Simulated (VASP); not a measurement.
# Ru (P6_3/mmc) in VASP: notebook

The runs below take Ru through relaxation of cell and atoms, electrostatic potential, with PBE.

Everything below comes from runs of VASP 6.6.1. Logs are shortened: lines on timing, memory, paths and dates and some standing lists are left out, and cuts for length are marked.

## (1) Starting point

The structure is hexagonal, space group P6_3/mmc (No. 194). The conventional cell has a = 2.690 Å, b = 2.690 Å, c = 4.250 Å, α = 90.00°, β = 90.00°, γ = 120.00°. Around Ru (site symmetry -6m2) lie 12 Ru at 2.63 to 2.69 Å.

The cell was built by a generator and needn't be a form met in nature.

## (2) Relaxation of cell and atoms, PBE

Contents of INCAR:

```
SYSTEM = Ru
PREC     = Accurate       ! precision mode
ENCUT    = 600            ! plane-wave cutoff, eV
EDIFF    = 1E-7           ! SCF threshold, eV
ISMEAR   = 1              ! smearing method
SIGMA    = 0.1            ! smearing width, eV
LREAL    = .False.        ! projectors in reciprocal space
LASPH    = .True.         ! aspherical terms in the spheres
NELM     = 120            ! most SCF steps
ALGO     = Normal         ! electronic algorithm
ISIF     = 3              ! what is computed and relaxed
LWAVE    = .False.        ! write WAVECAR
LCHARG   = .False.        ! write CHGCAR
GGA      = PE             ! functional
IBRION   = 2              ! ionic algorithm
NSW      = 40             ! ionic steps
EDIFFG   = -0.005         ! ionic threshold
```

Contents of KPOINTS:

```
regular mesh
0
Gamma
  18 18 10
  0 0 0
```

Contents of POSCAR:

```
Ru
1.0
    2.6900000000      0.0000000000      0.0000000000
   -1.3450000000      2.3296083400      0.0000000000
    0.0000000000      0.0000000000      4.2500000000
Ru
2
Direct
    0.3333333300      0.6666666700      0.2500000000
    0.6666666700      0.3333333300      0.7500000000
```

Potentials or basis: VASP PAW PBE potentials, release 64 (Ru_pv).

Command:

```console
cat potpaw_PBE.64/Ru_pv/POTCAR > POTCAR
mpirun -np 1 vasp_std > vasp.out
```

OUTCAR:

```text
SYSTEM = Ru
   PREC = Accurate
   ENCUT = 600
   EDIFF = 1E-7
   ISMEAR = 1
   LREAL = .False.
   LASPH = .True.
   NELM = 120
   ISIF = 3
   GGA = PE
   IBRION = 2
   NSW = 40
   EDIFFG = -0.005

 ion  position               nearest neighbor table
   1  0.333  0.667  0.250-   2 2.63   2 2.63   2 2.63   2 2.63   2 2.63   2 2.63
   2  0.667  0.333  0.750-   1 2.63   1 2.63   1 2.63   1 2.63   1 2.63   1 2.63

  LATTYP: Found a hexagonal cell.
 ALAT       =     2.6900000000
 C/A-ratio  =     1.5799256506

  Lattice vectors:

 A1 = (   2.6900000000,   0.0000000000,   0.0000000000)
 A2 = (  -1.3450000000,   2.3296083400,   0.0000000000)
 A3 = (   0.0000000000,   0.0000000000,   4.2500000000)

Analysis of symmetry for initial positions (statically):
=====================================================================
 Subroutine PRICEL returns:
 Original cell was already a primitive cell.

 Routine SETGRP: Setting up the symmetry group for a
 hexagonal supercell.

 Subroutine GETGRP returns: Found 24 space group operations
 (whereof 12 operations were pure point group operations)
 out of a pool of 24 trial point group operations.

The static configuration has the point symmetry D_3d.
 The point group associated with its full space group is D_6h.

Analysis of symmetry for dynamics (positions and initial velocities):
=====================================================================
 Subroutine PRICEL returns:
 Original cell was already a primitive cell.

 Routine SETGRP: Setting up the symmetry group for a
 hexagonal supercell.

 Subroutine GETGRP returns: Found 24 space group operations
 (whereof 12 operations were pure point group operations)
 out of a pool of 24 trial point group operations.

The dynamic configuration has the point symmetry D_3d.
 The point group associated with its full space group is D_6h.

 Subroutine INISYM returns: Found 24 space group operations
 (whereof 12 operations are pure point group operations),
 and found     1 'primitive' translations

----------------------------------------------------------------------------------------

                                     Primitive cell

  volume of cell :      26.6332

  direct lattice vectors                    reciprocal lattice vectors
     2.690000000  0.000000000  0.000000000     0.371747212  0.214628353  0.000000000
[... 97 lines left out ...]
   NELECT =      28.0000    total number of electrons
   NUPDOWN=      -1.0000    fix difference up-down
   EMIN   =  10.00;   EMAX   =-10.00  energy-range for DOS
   EFERMI =   0.00;   METHOD = LEGACY
   ISMEAR =     1;   SIGMA  =   0.10  broadening in eV -4-tet -1-fermi 0-gaus
   EFERMI_NEDOS =   21; number of points for ismear=-14 and -15
   IALGO  =     38    algorithm
   IMIX   =      4    mixing-type and parameters
     AMIX     =   0.40;   BMIX     =  1.00
     AMIX_MAG =   1.60;   BMIX_MAG =  1.00
  volume/ion in A,a.u.               =      13.32        89.87
  Fermi-wavevector in a.u.,A,eV,Ry     =   1.664637  3.145707 37.701953  2.771015
  Thomas-Fermi vector in A             =   2.751146
   LORBIT       =      0    0 simple, 1 ext, 2 COOP (PROOUT), +10 PAW based schemes
   GGA     = PE    functional components
   LHFCALC =     F    Hartree Fock is set to
   AEXX    =    0.0000 exact exchange contribution
   IVDW    =     0    specifies the selected vdW correction
   LEPSILON=     F    determine dielectric tensor
   LRPA    =     F    only Hartree local field effects (RPA)
 conjugate gradient relaxation of ions
 non-spin polarized calculation
 Methfessel and Paxton  Order N= 1 SIGMA  =   0.10
  energy-cutoff  :      600.00
  volume of cell :       26.63
 maximum number of plane-waves:       911
 NGX is ok and might be reduce to    24
   NGX = 11   NGY = 11   NGZ = 17

--------------------------------------- Ionic step        1  -------------------------------------------

 number of electron      27.9999996 magnetization

 Free energy of the ion-electron system (eV)
  ---------------------------------------------------
  ext. energy  EPLUGINS =         0.00000000
  ---------------------------------------------------
  free energy    TOTEN  =       -18.43699656 eV

  energy without entropy =      -18.43636449  energy(sigma->0) =      -18.43678587

------------------------ aborting loop because EDIFF is reached ----------------------------------------

  FORCE on cell =-STRESS in cart. coord.  units (eV):
  Direction    XX          YY          ZZ          XY          YZ          ZX
  --------------------------------------------------------------------------------------
  -------------------------------------------------------------------------------------
  Total        1.7953857      1.7953857      1.9221247      0.0000000      0.0000000     -0.0000000
  in kB      108.0050919    108.0050923    115.6293348      0.0000000      0.0000000     -0.0000000
  external PRESSURE =     110.5465063 kB  Pullay stress =       0.0000000 kB
[... 239 lines left out ...]
--------------------------------------- Ionic step        8  -------------------------------------------

 number of electron      28.0000004 magnetization

 Free energy of the ion-electron system (eV)
  ---------------------------------------------------
  ext. energy  EPLUGINS =         0.00000000
  ---------------------------------------------------
  free energy    TOTEN  =       -18.46636173 eV

  energy without entropy =      -18.46569901  energy(sigma->0) =      -18.46614083

 E-fermi :  12.5888     XC(G=0): -14.0373

 val. band max:       12.5852178403   @ k =   0.1667   0.0000   0.4000
 cond. band min:      12.5924508541   @ k =   0.1667   0.1111   0.3000
 fundamental gap:      0.0072330137
 Fermi energy:        12.5888009197

 k-point     1 :       0.0000    0.0000    0.0000
  band No.  band energies     occupation
      1     -30.9990      2.00000
      2     -30.1043      2.00000
      3     -30.1043      2.00000
      4     -29.9397      2.00000
      5     -29.9397      2.00000
      6     -29.9010      2.00000
[... 481 lines left out ...]
      5     -30.1802      2.00000
      6     -30.1043      2.00000
[... 10 lines left out ...]
     17      16.2823      0.00000
     18      19.8928      0.00000

 [... further k-points ...]

------------------------ aborting loop because EDIFF is reached ----------------------------------------

  FORCE on cell =-STRESS in cart. coord.  units (eV):
  Direction    XX          YY          ZZ          XY          YZ          ZX
  --------------------------------------------------------------------------------------
  -------------------------------------------------------------------------------------
  Total       -0.0032311     -0.0032311     -0.0043620      0.0000000      0.0000000      0.0000000
  in kB       -0.1881472     -0.1881472     -0.2539988      0.0000000      0.0000000      0.0000000
  external PRESSURE =      -0.2100977 kB  Pullay stress =       0.0000000 kB
[... 17 lines left out ...]
  FREE ENERGIE OF THE ION-ELECTRON SYSTEM (eV)
  ---------------------------------------------------
  free  energy   TOTEN  =       -18.4663617338 eV

  energy  without entropy=      -18.4656990135  energy(sigma->0) =      -18.46614083

 reached required accuracy - stopping structural energy minimisation
```

CONTCAR:

```text
Ru
   1.00000000000000
     2.7191580502143342    0.0000000000000000   -0.0000000000000000
    -1.3595790251071671    2.3548599523348188   -0.0000000000000000
     0.0000000000000000    0.0000000000000000    4.2969630130383463
  Ru
     2
Direct
     0.3333333300000021    0.6666666699999979    0.2500000000000000
     0.6666666699999979    0.3333333300000021    0.7500000000000000

  0.00000000E+00  0.00000000E+00  0.00000000E+00
  0.00000000E+00  0.00000000E+00  0.00000000E+00
```

Run time: 3.8 min. Hardware: 1 thread of Intel Xeon Platinum 8488C (Sapphire Rapids), shared host; peak memory 0.25 GiB.

What came out:

```
Free energy                            : -18.4664 eV
Relaxed volume                         : 13.76 Å³/atom
Relaxed cell                           : a = 2.719 Å, b = 2.719 Å, c = 4.297 Å, α = 90.00°, β = 90.00°, γ = 120.00°
Space group after relaxing (to 0.05 Å) : P6_3/mmc (No. 194)
Energy gained by relaxing              : 14.7 meV/atom
Ionic steps                            : 8
Pressure after relaxing                : 0.0 GPa
Band gap on the k mesh                 : none (metal or under the smearing width)
```

Step by step:
| step | energy change (eV) | largest force (eV/Å) | pressure (GPa) | volume (Å³) |
| --- | --- | --- | --- | --- |
| 1 | 0.0000 | 0.0000 | 11.05 | 26.63 |
| 2 | 0.2049 | 0.0000 | -24.07 | 30.33 |
| 3 | -0.0293 | 0.0000 | -0.41 | 27.55 |
| 4 | -0.0294 | 0.0000 | -0.02 | 27.51 |
| 5 | -0.0293 | 0.0000 | 0.19 | 27.50 |
| 6 | -0.0294 | 0.0000 | 0.16 | 27.50 |
| 7 | -0.0294 | 0.0000 | 0.17 | 27.50 |
| 8 | -0.0294 | 0.0000 | -0.02 | 27.51 |

Final structure:
```
Ru
1.0
     2.71916    0.00000    0.00000
    -1.35958    2.35486    0.00000
     0.00000    0.00000    4.29696
Ru
2
Cartesian
  0.0000 1.5699 1.0742
  1.3596 0.7850 3.2227
```

(Part 1 of 2 ends here.)
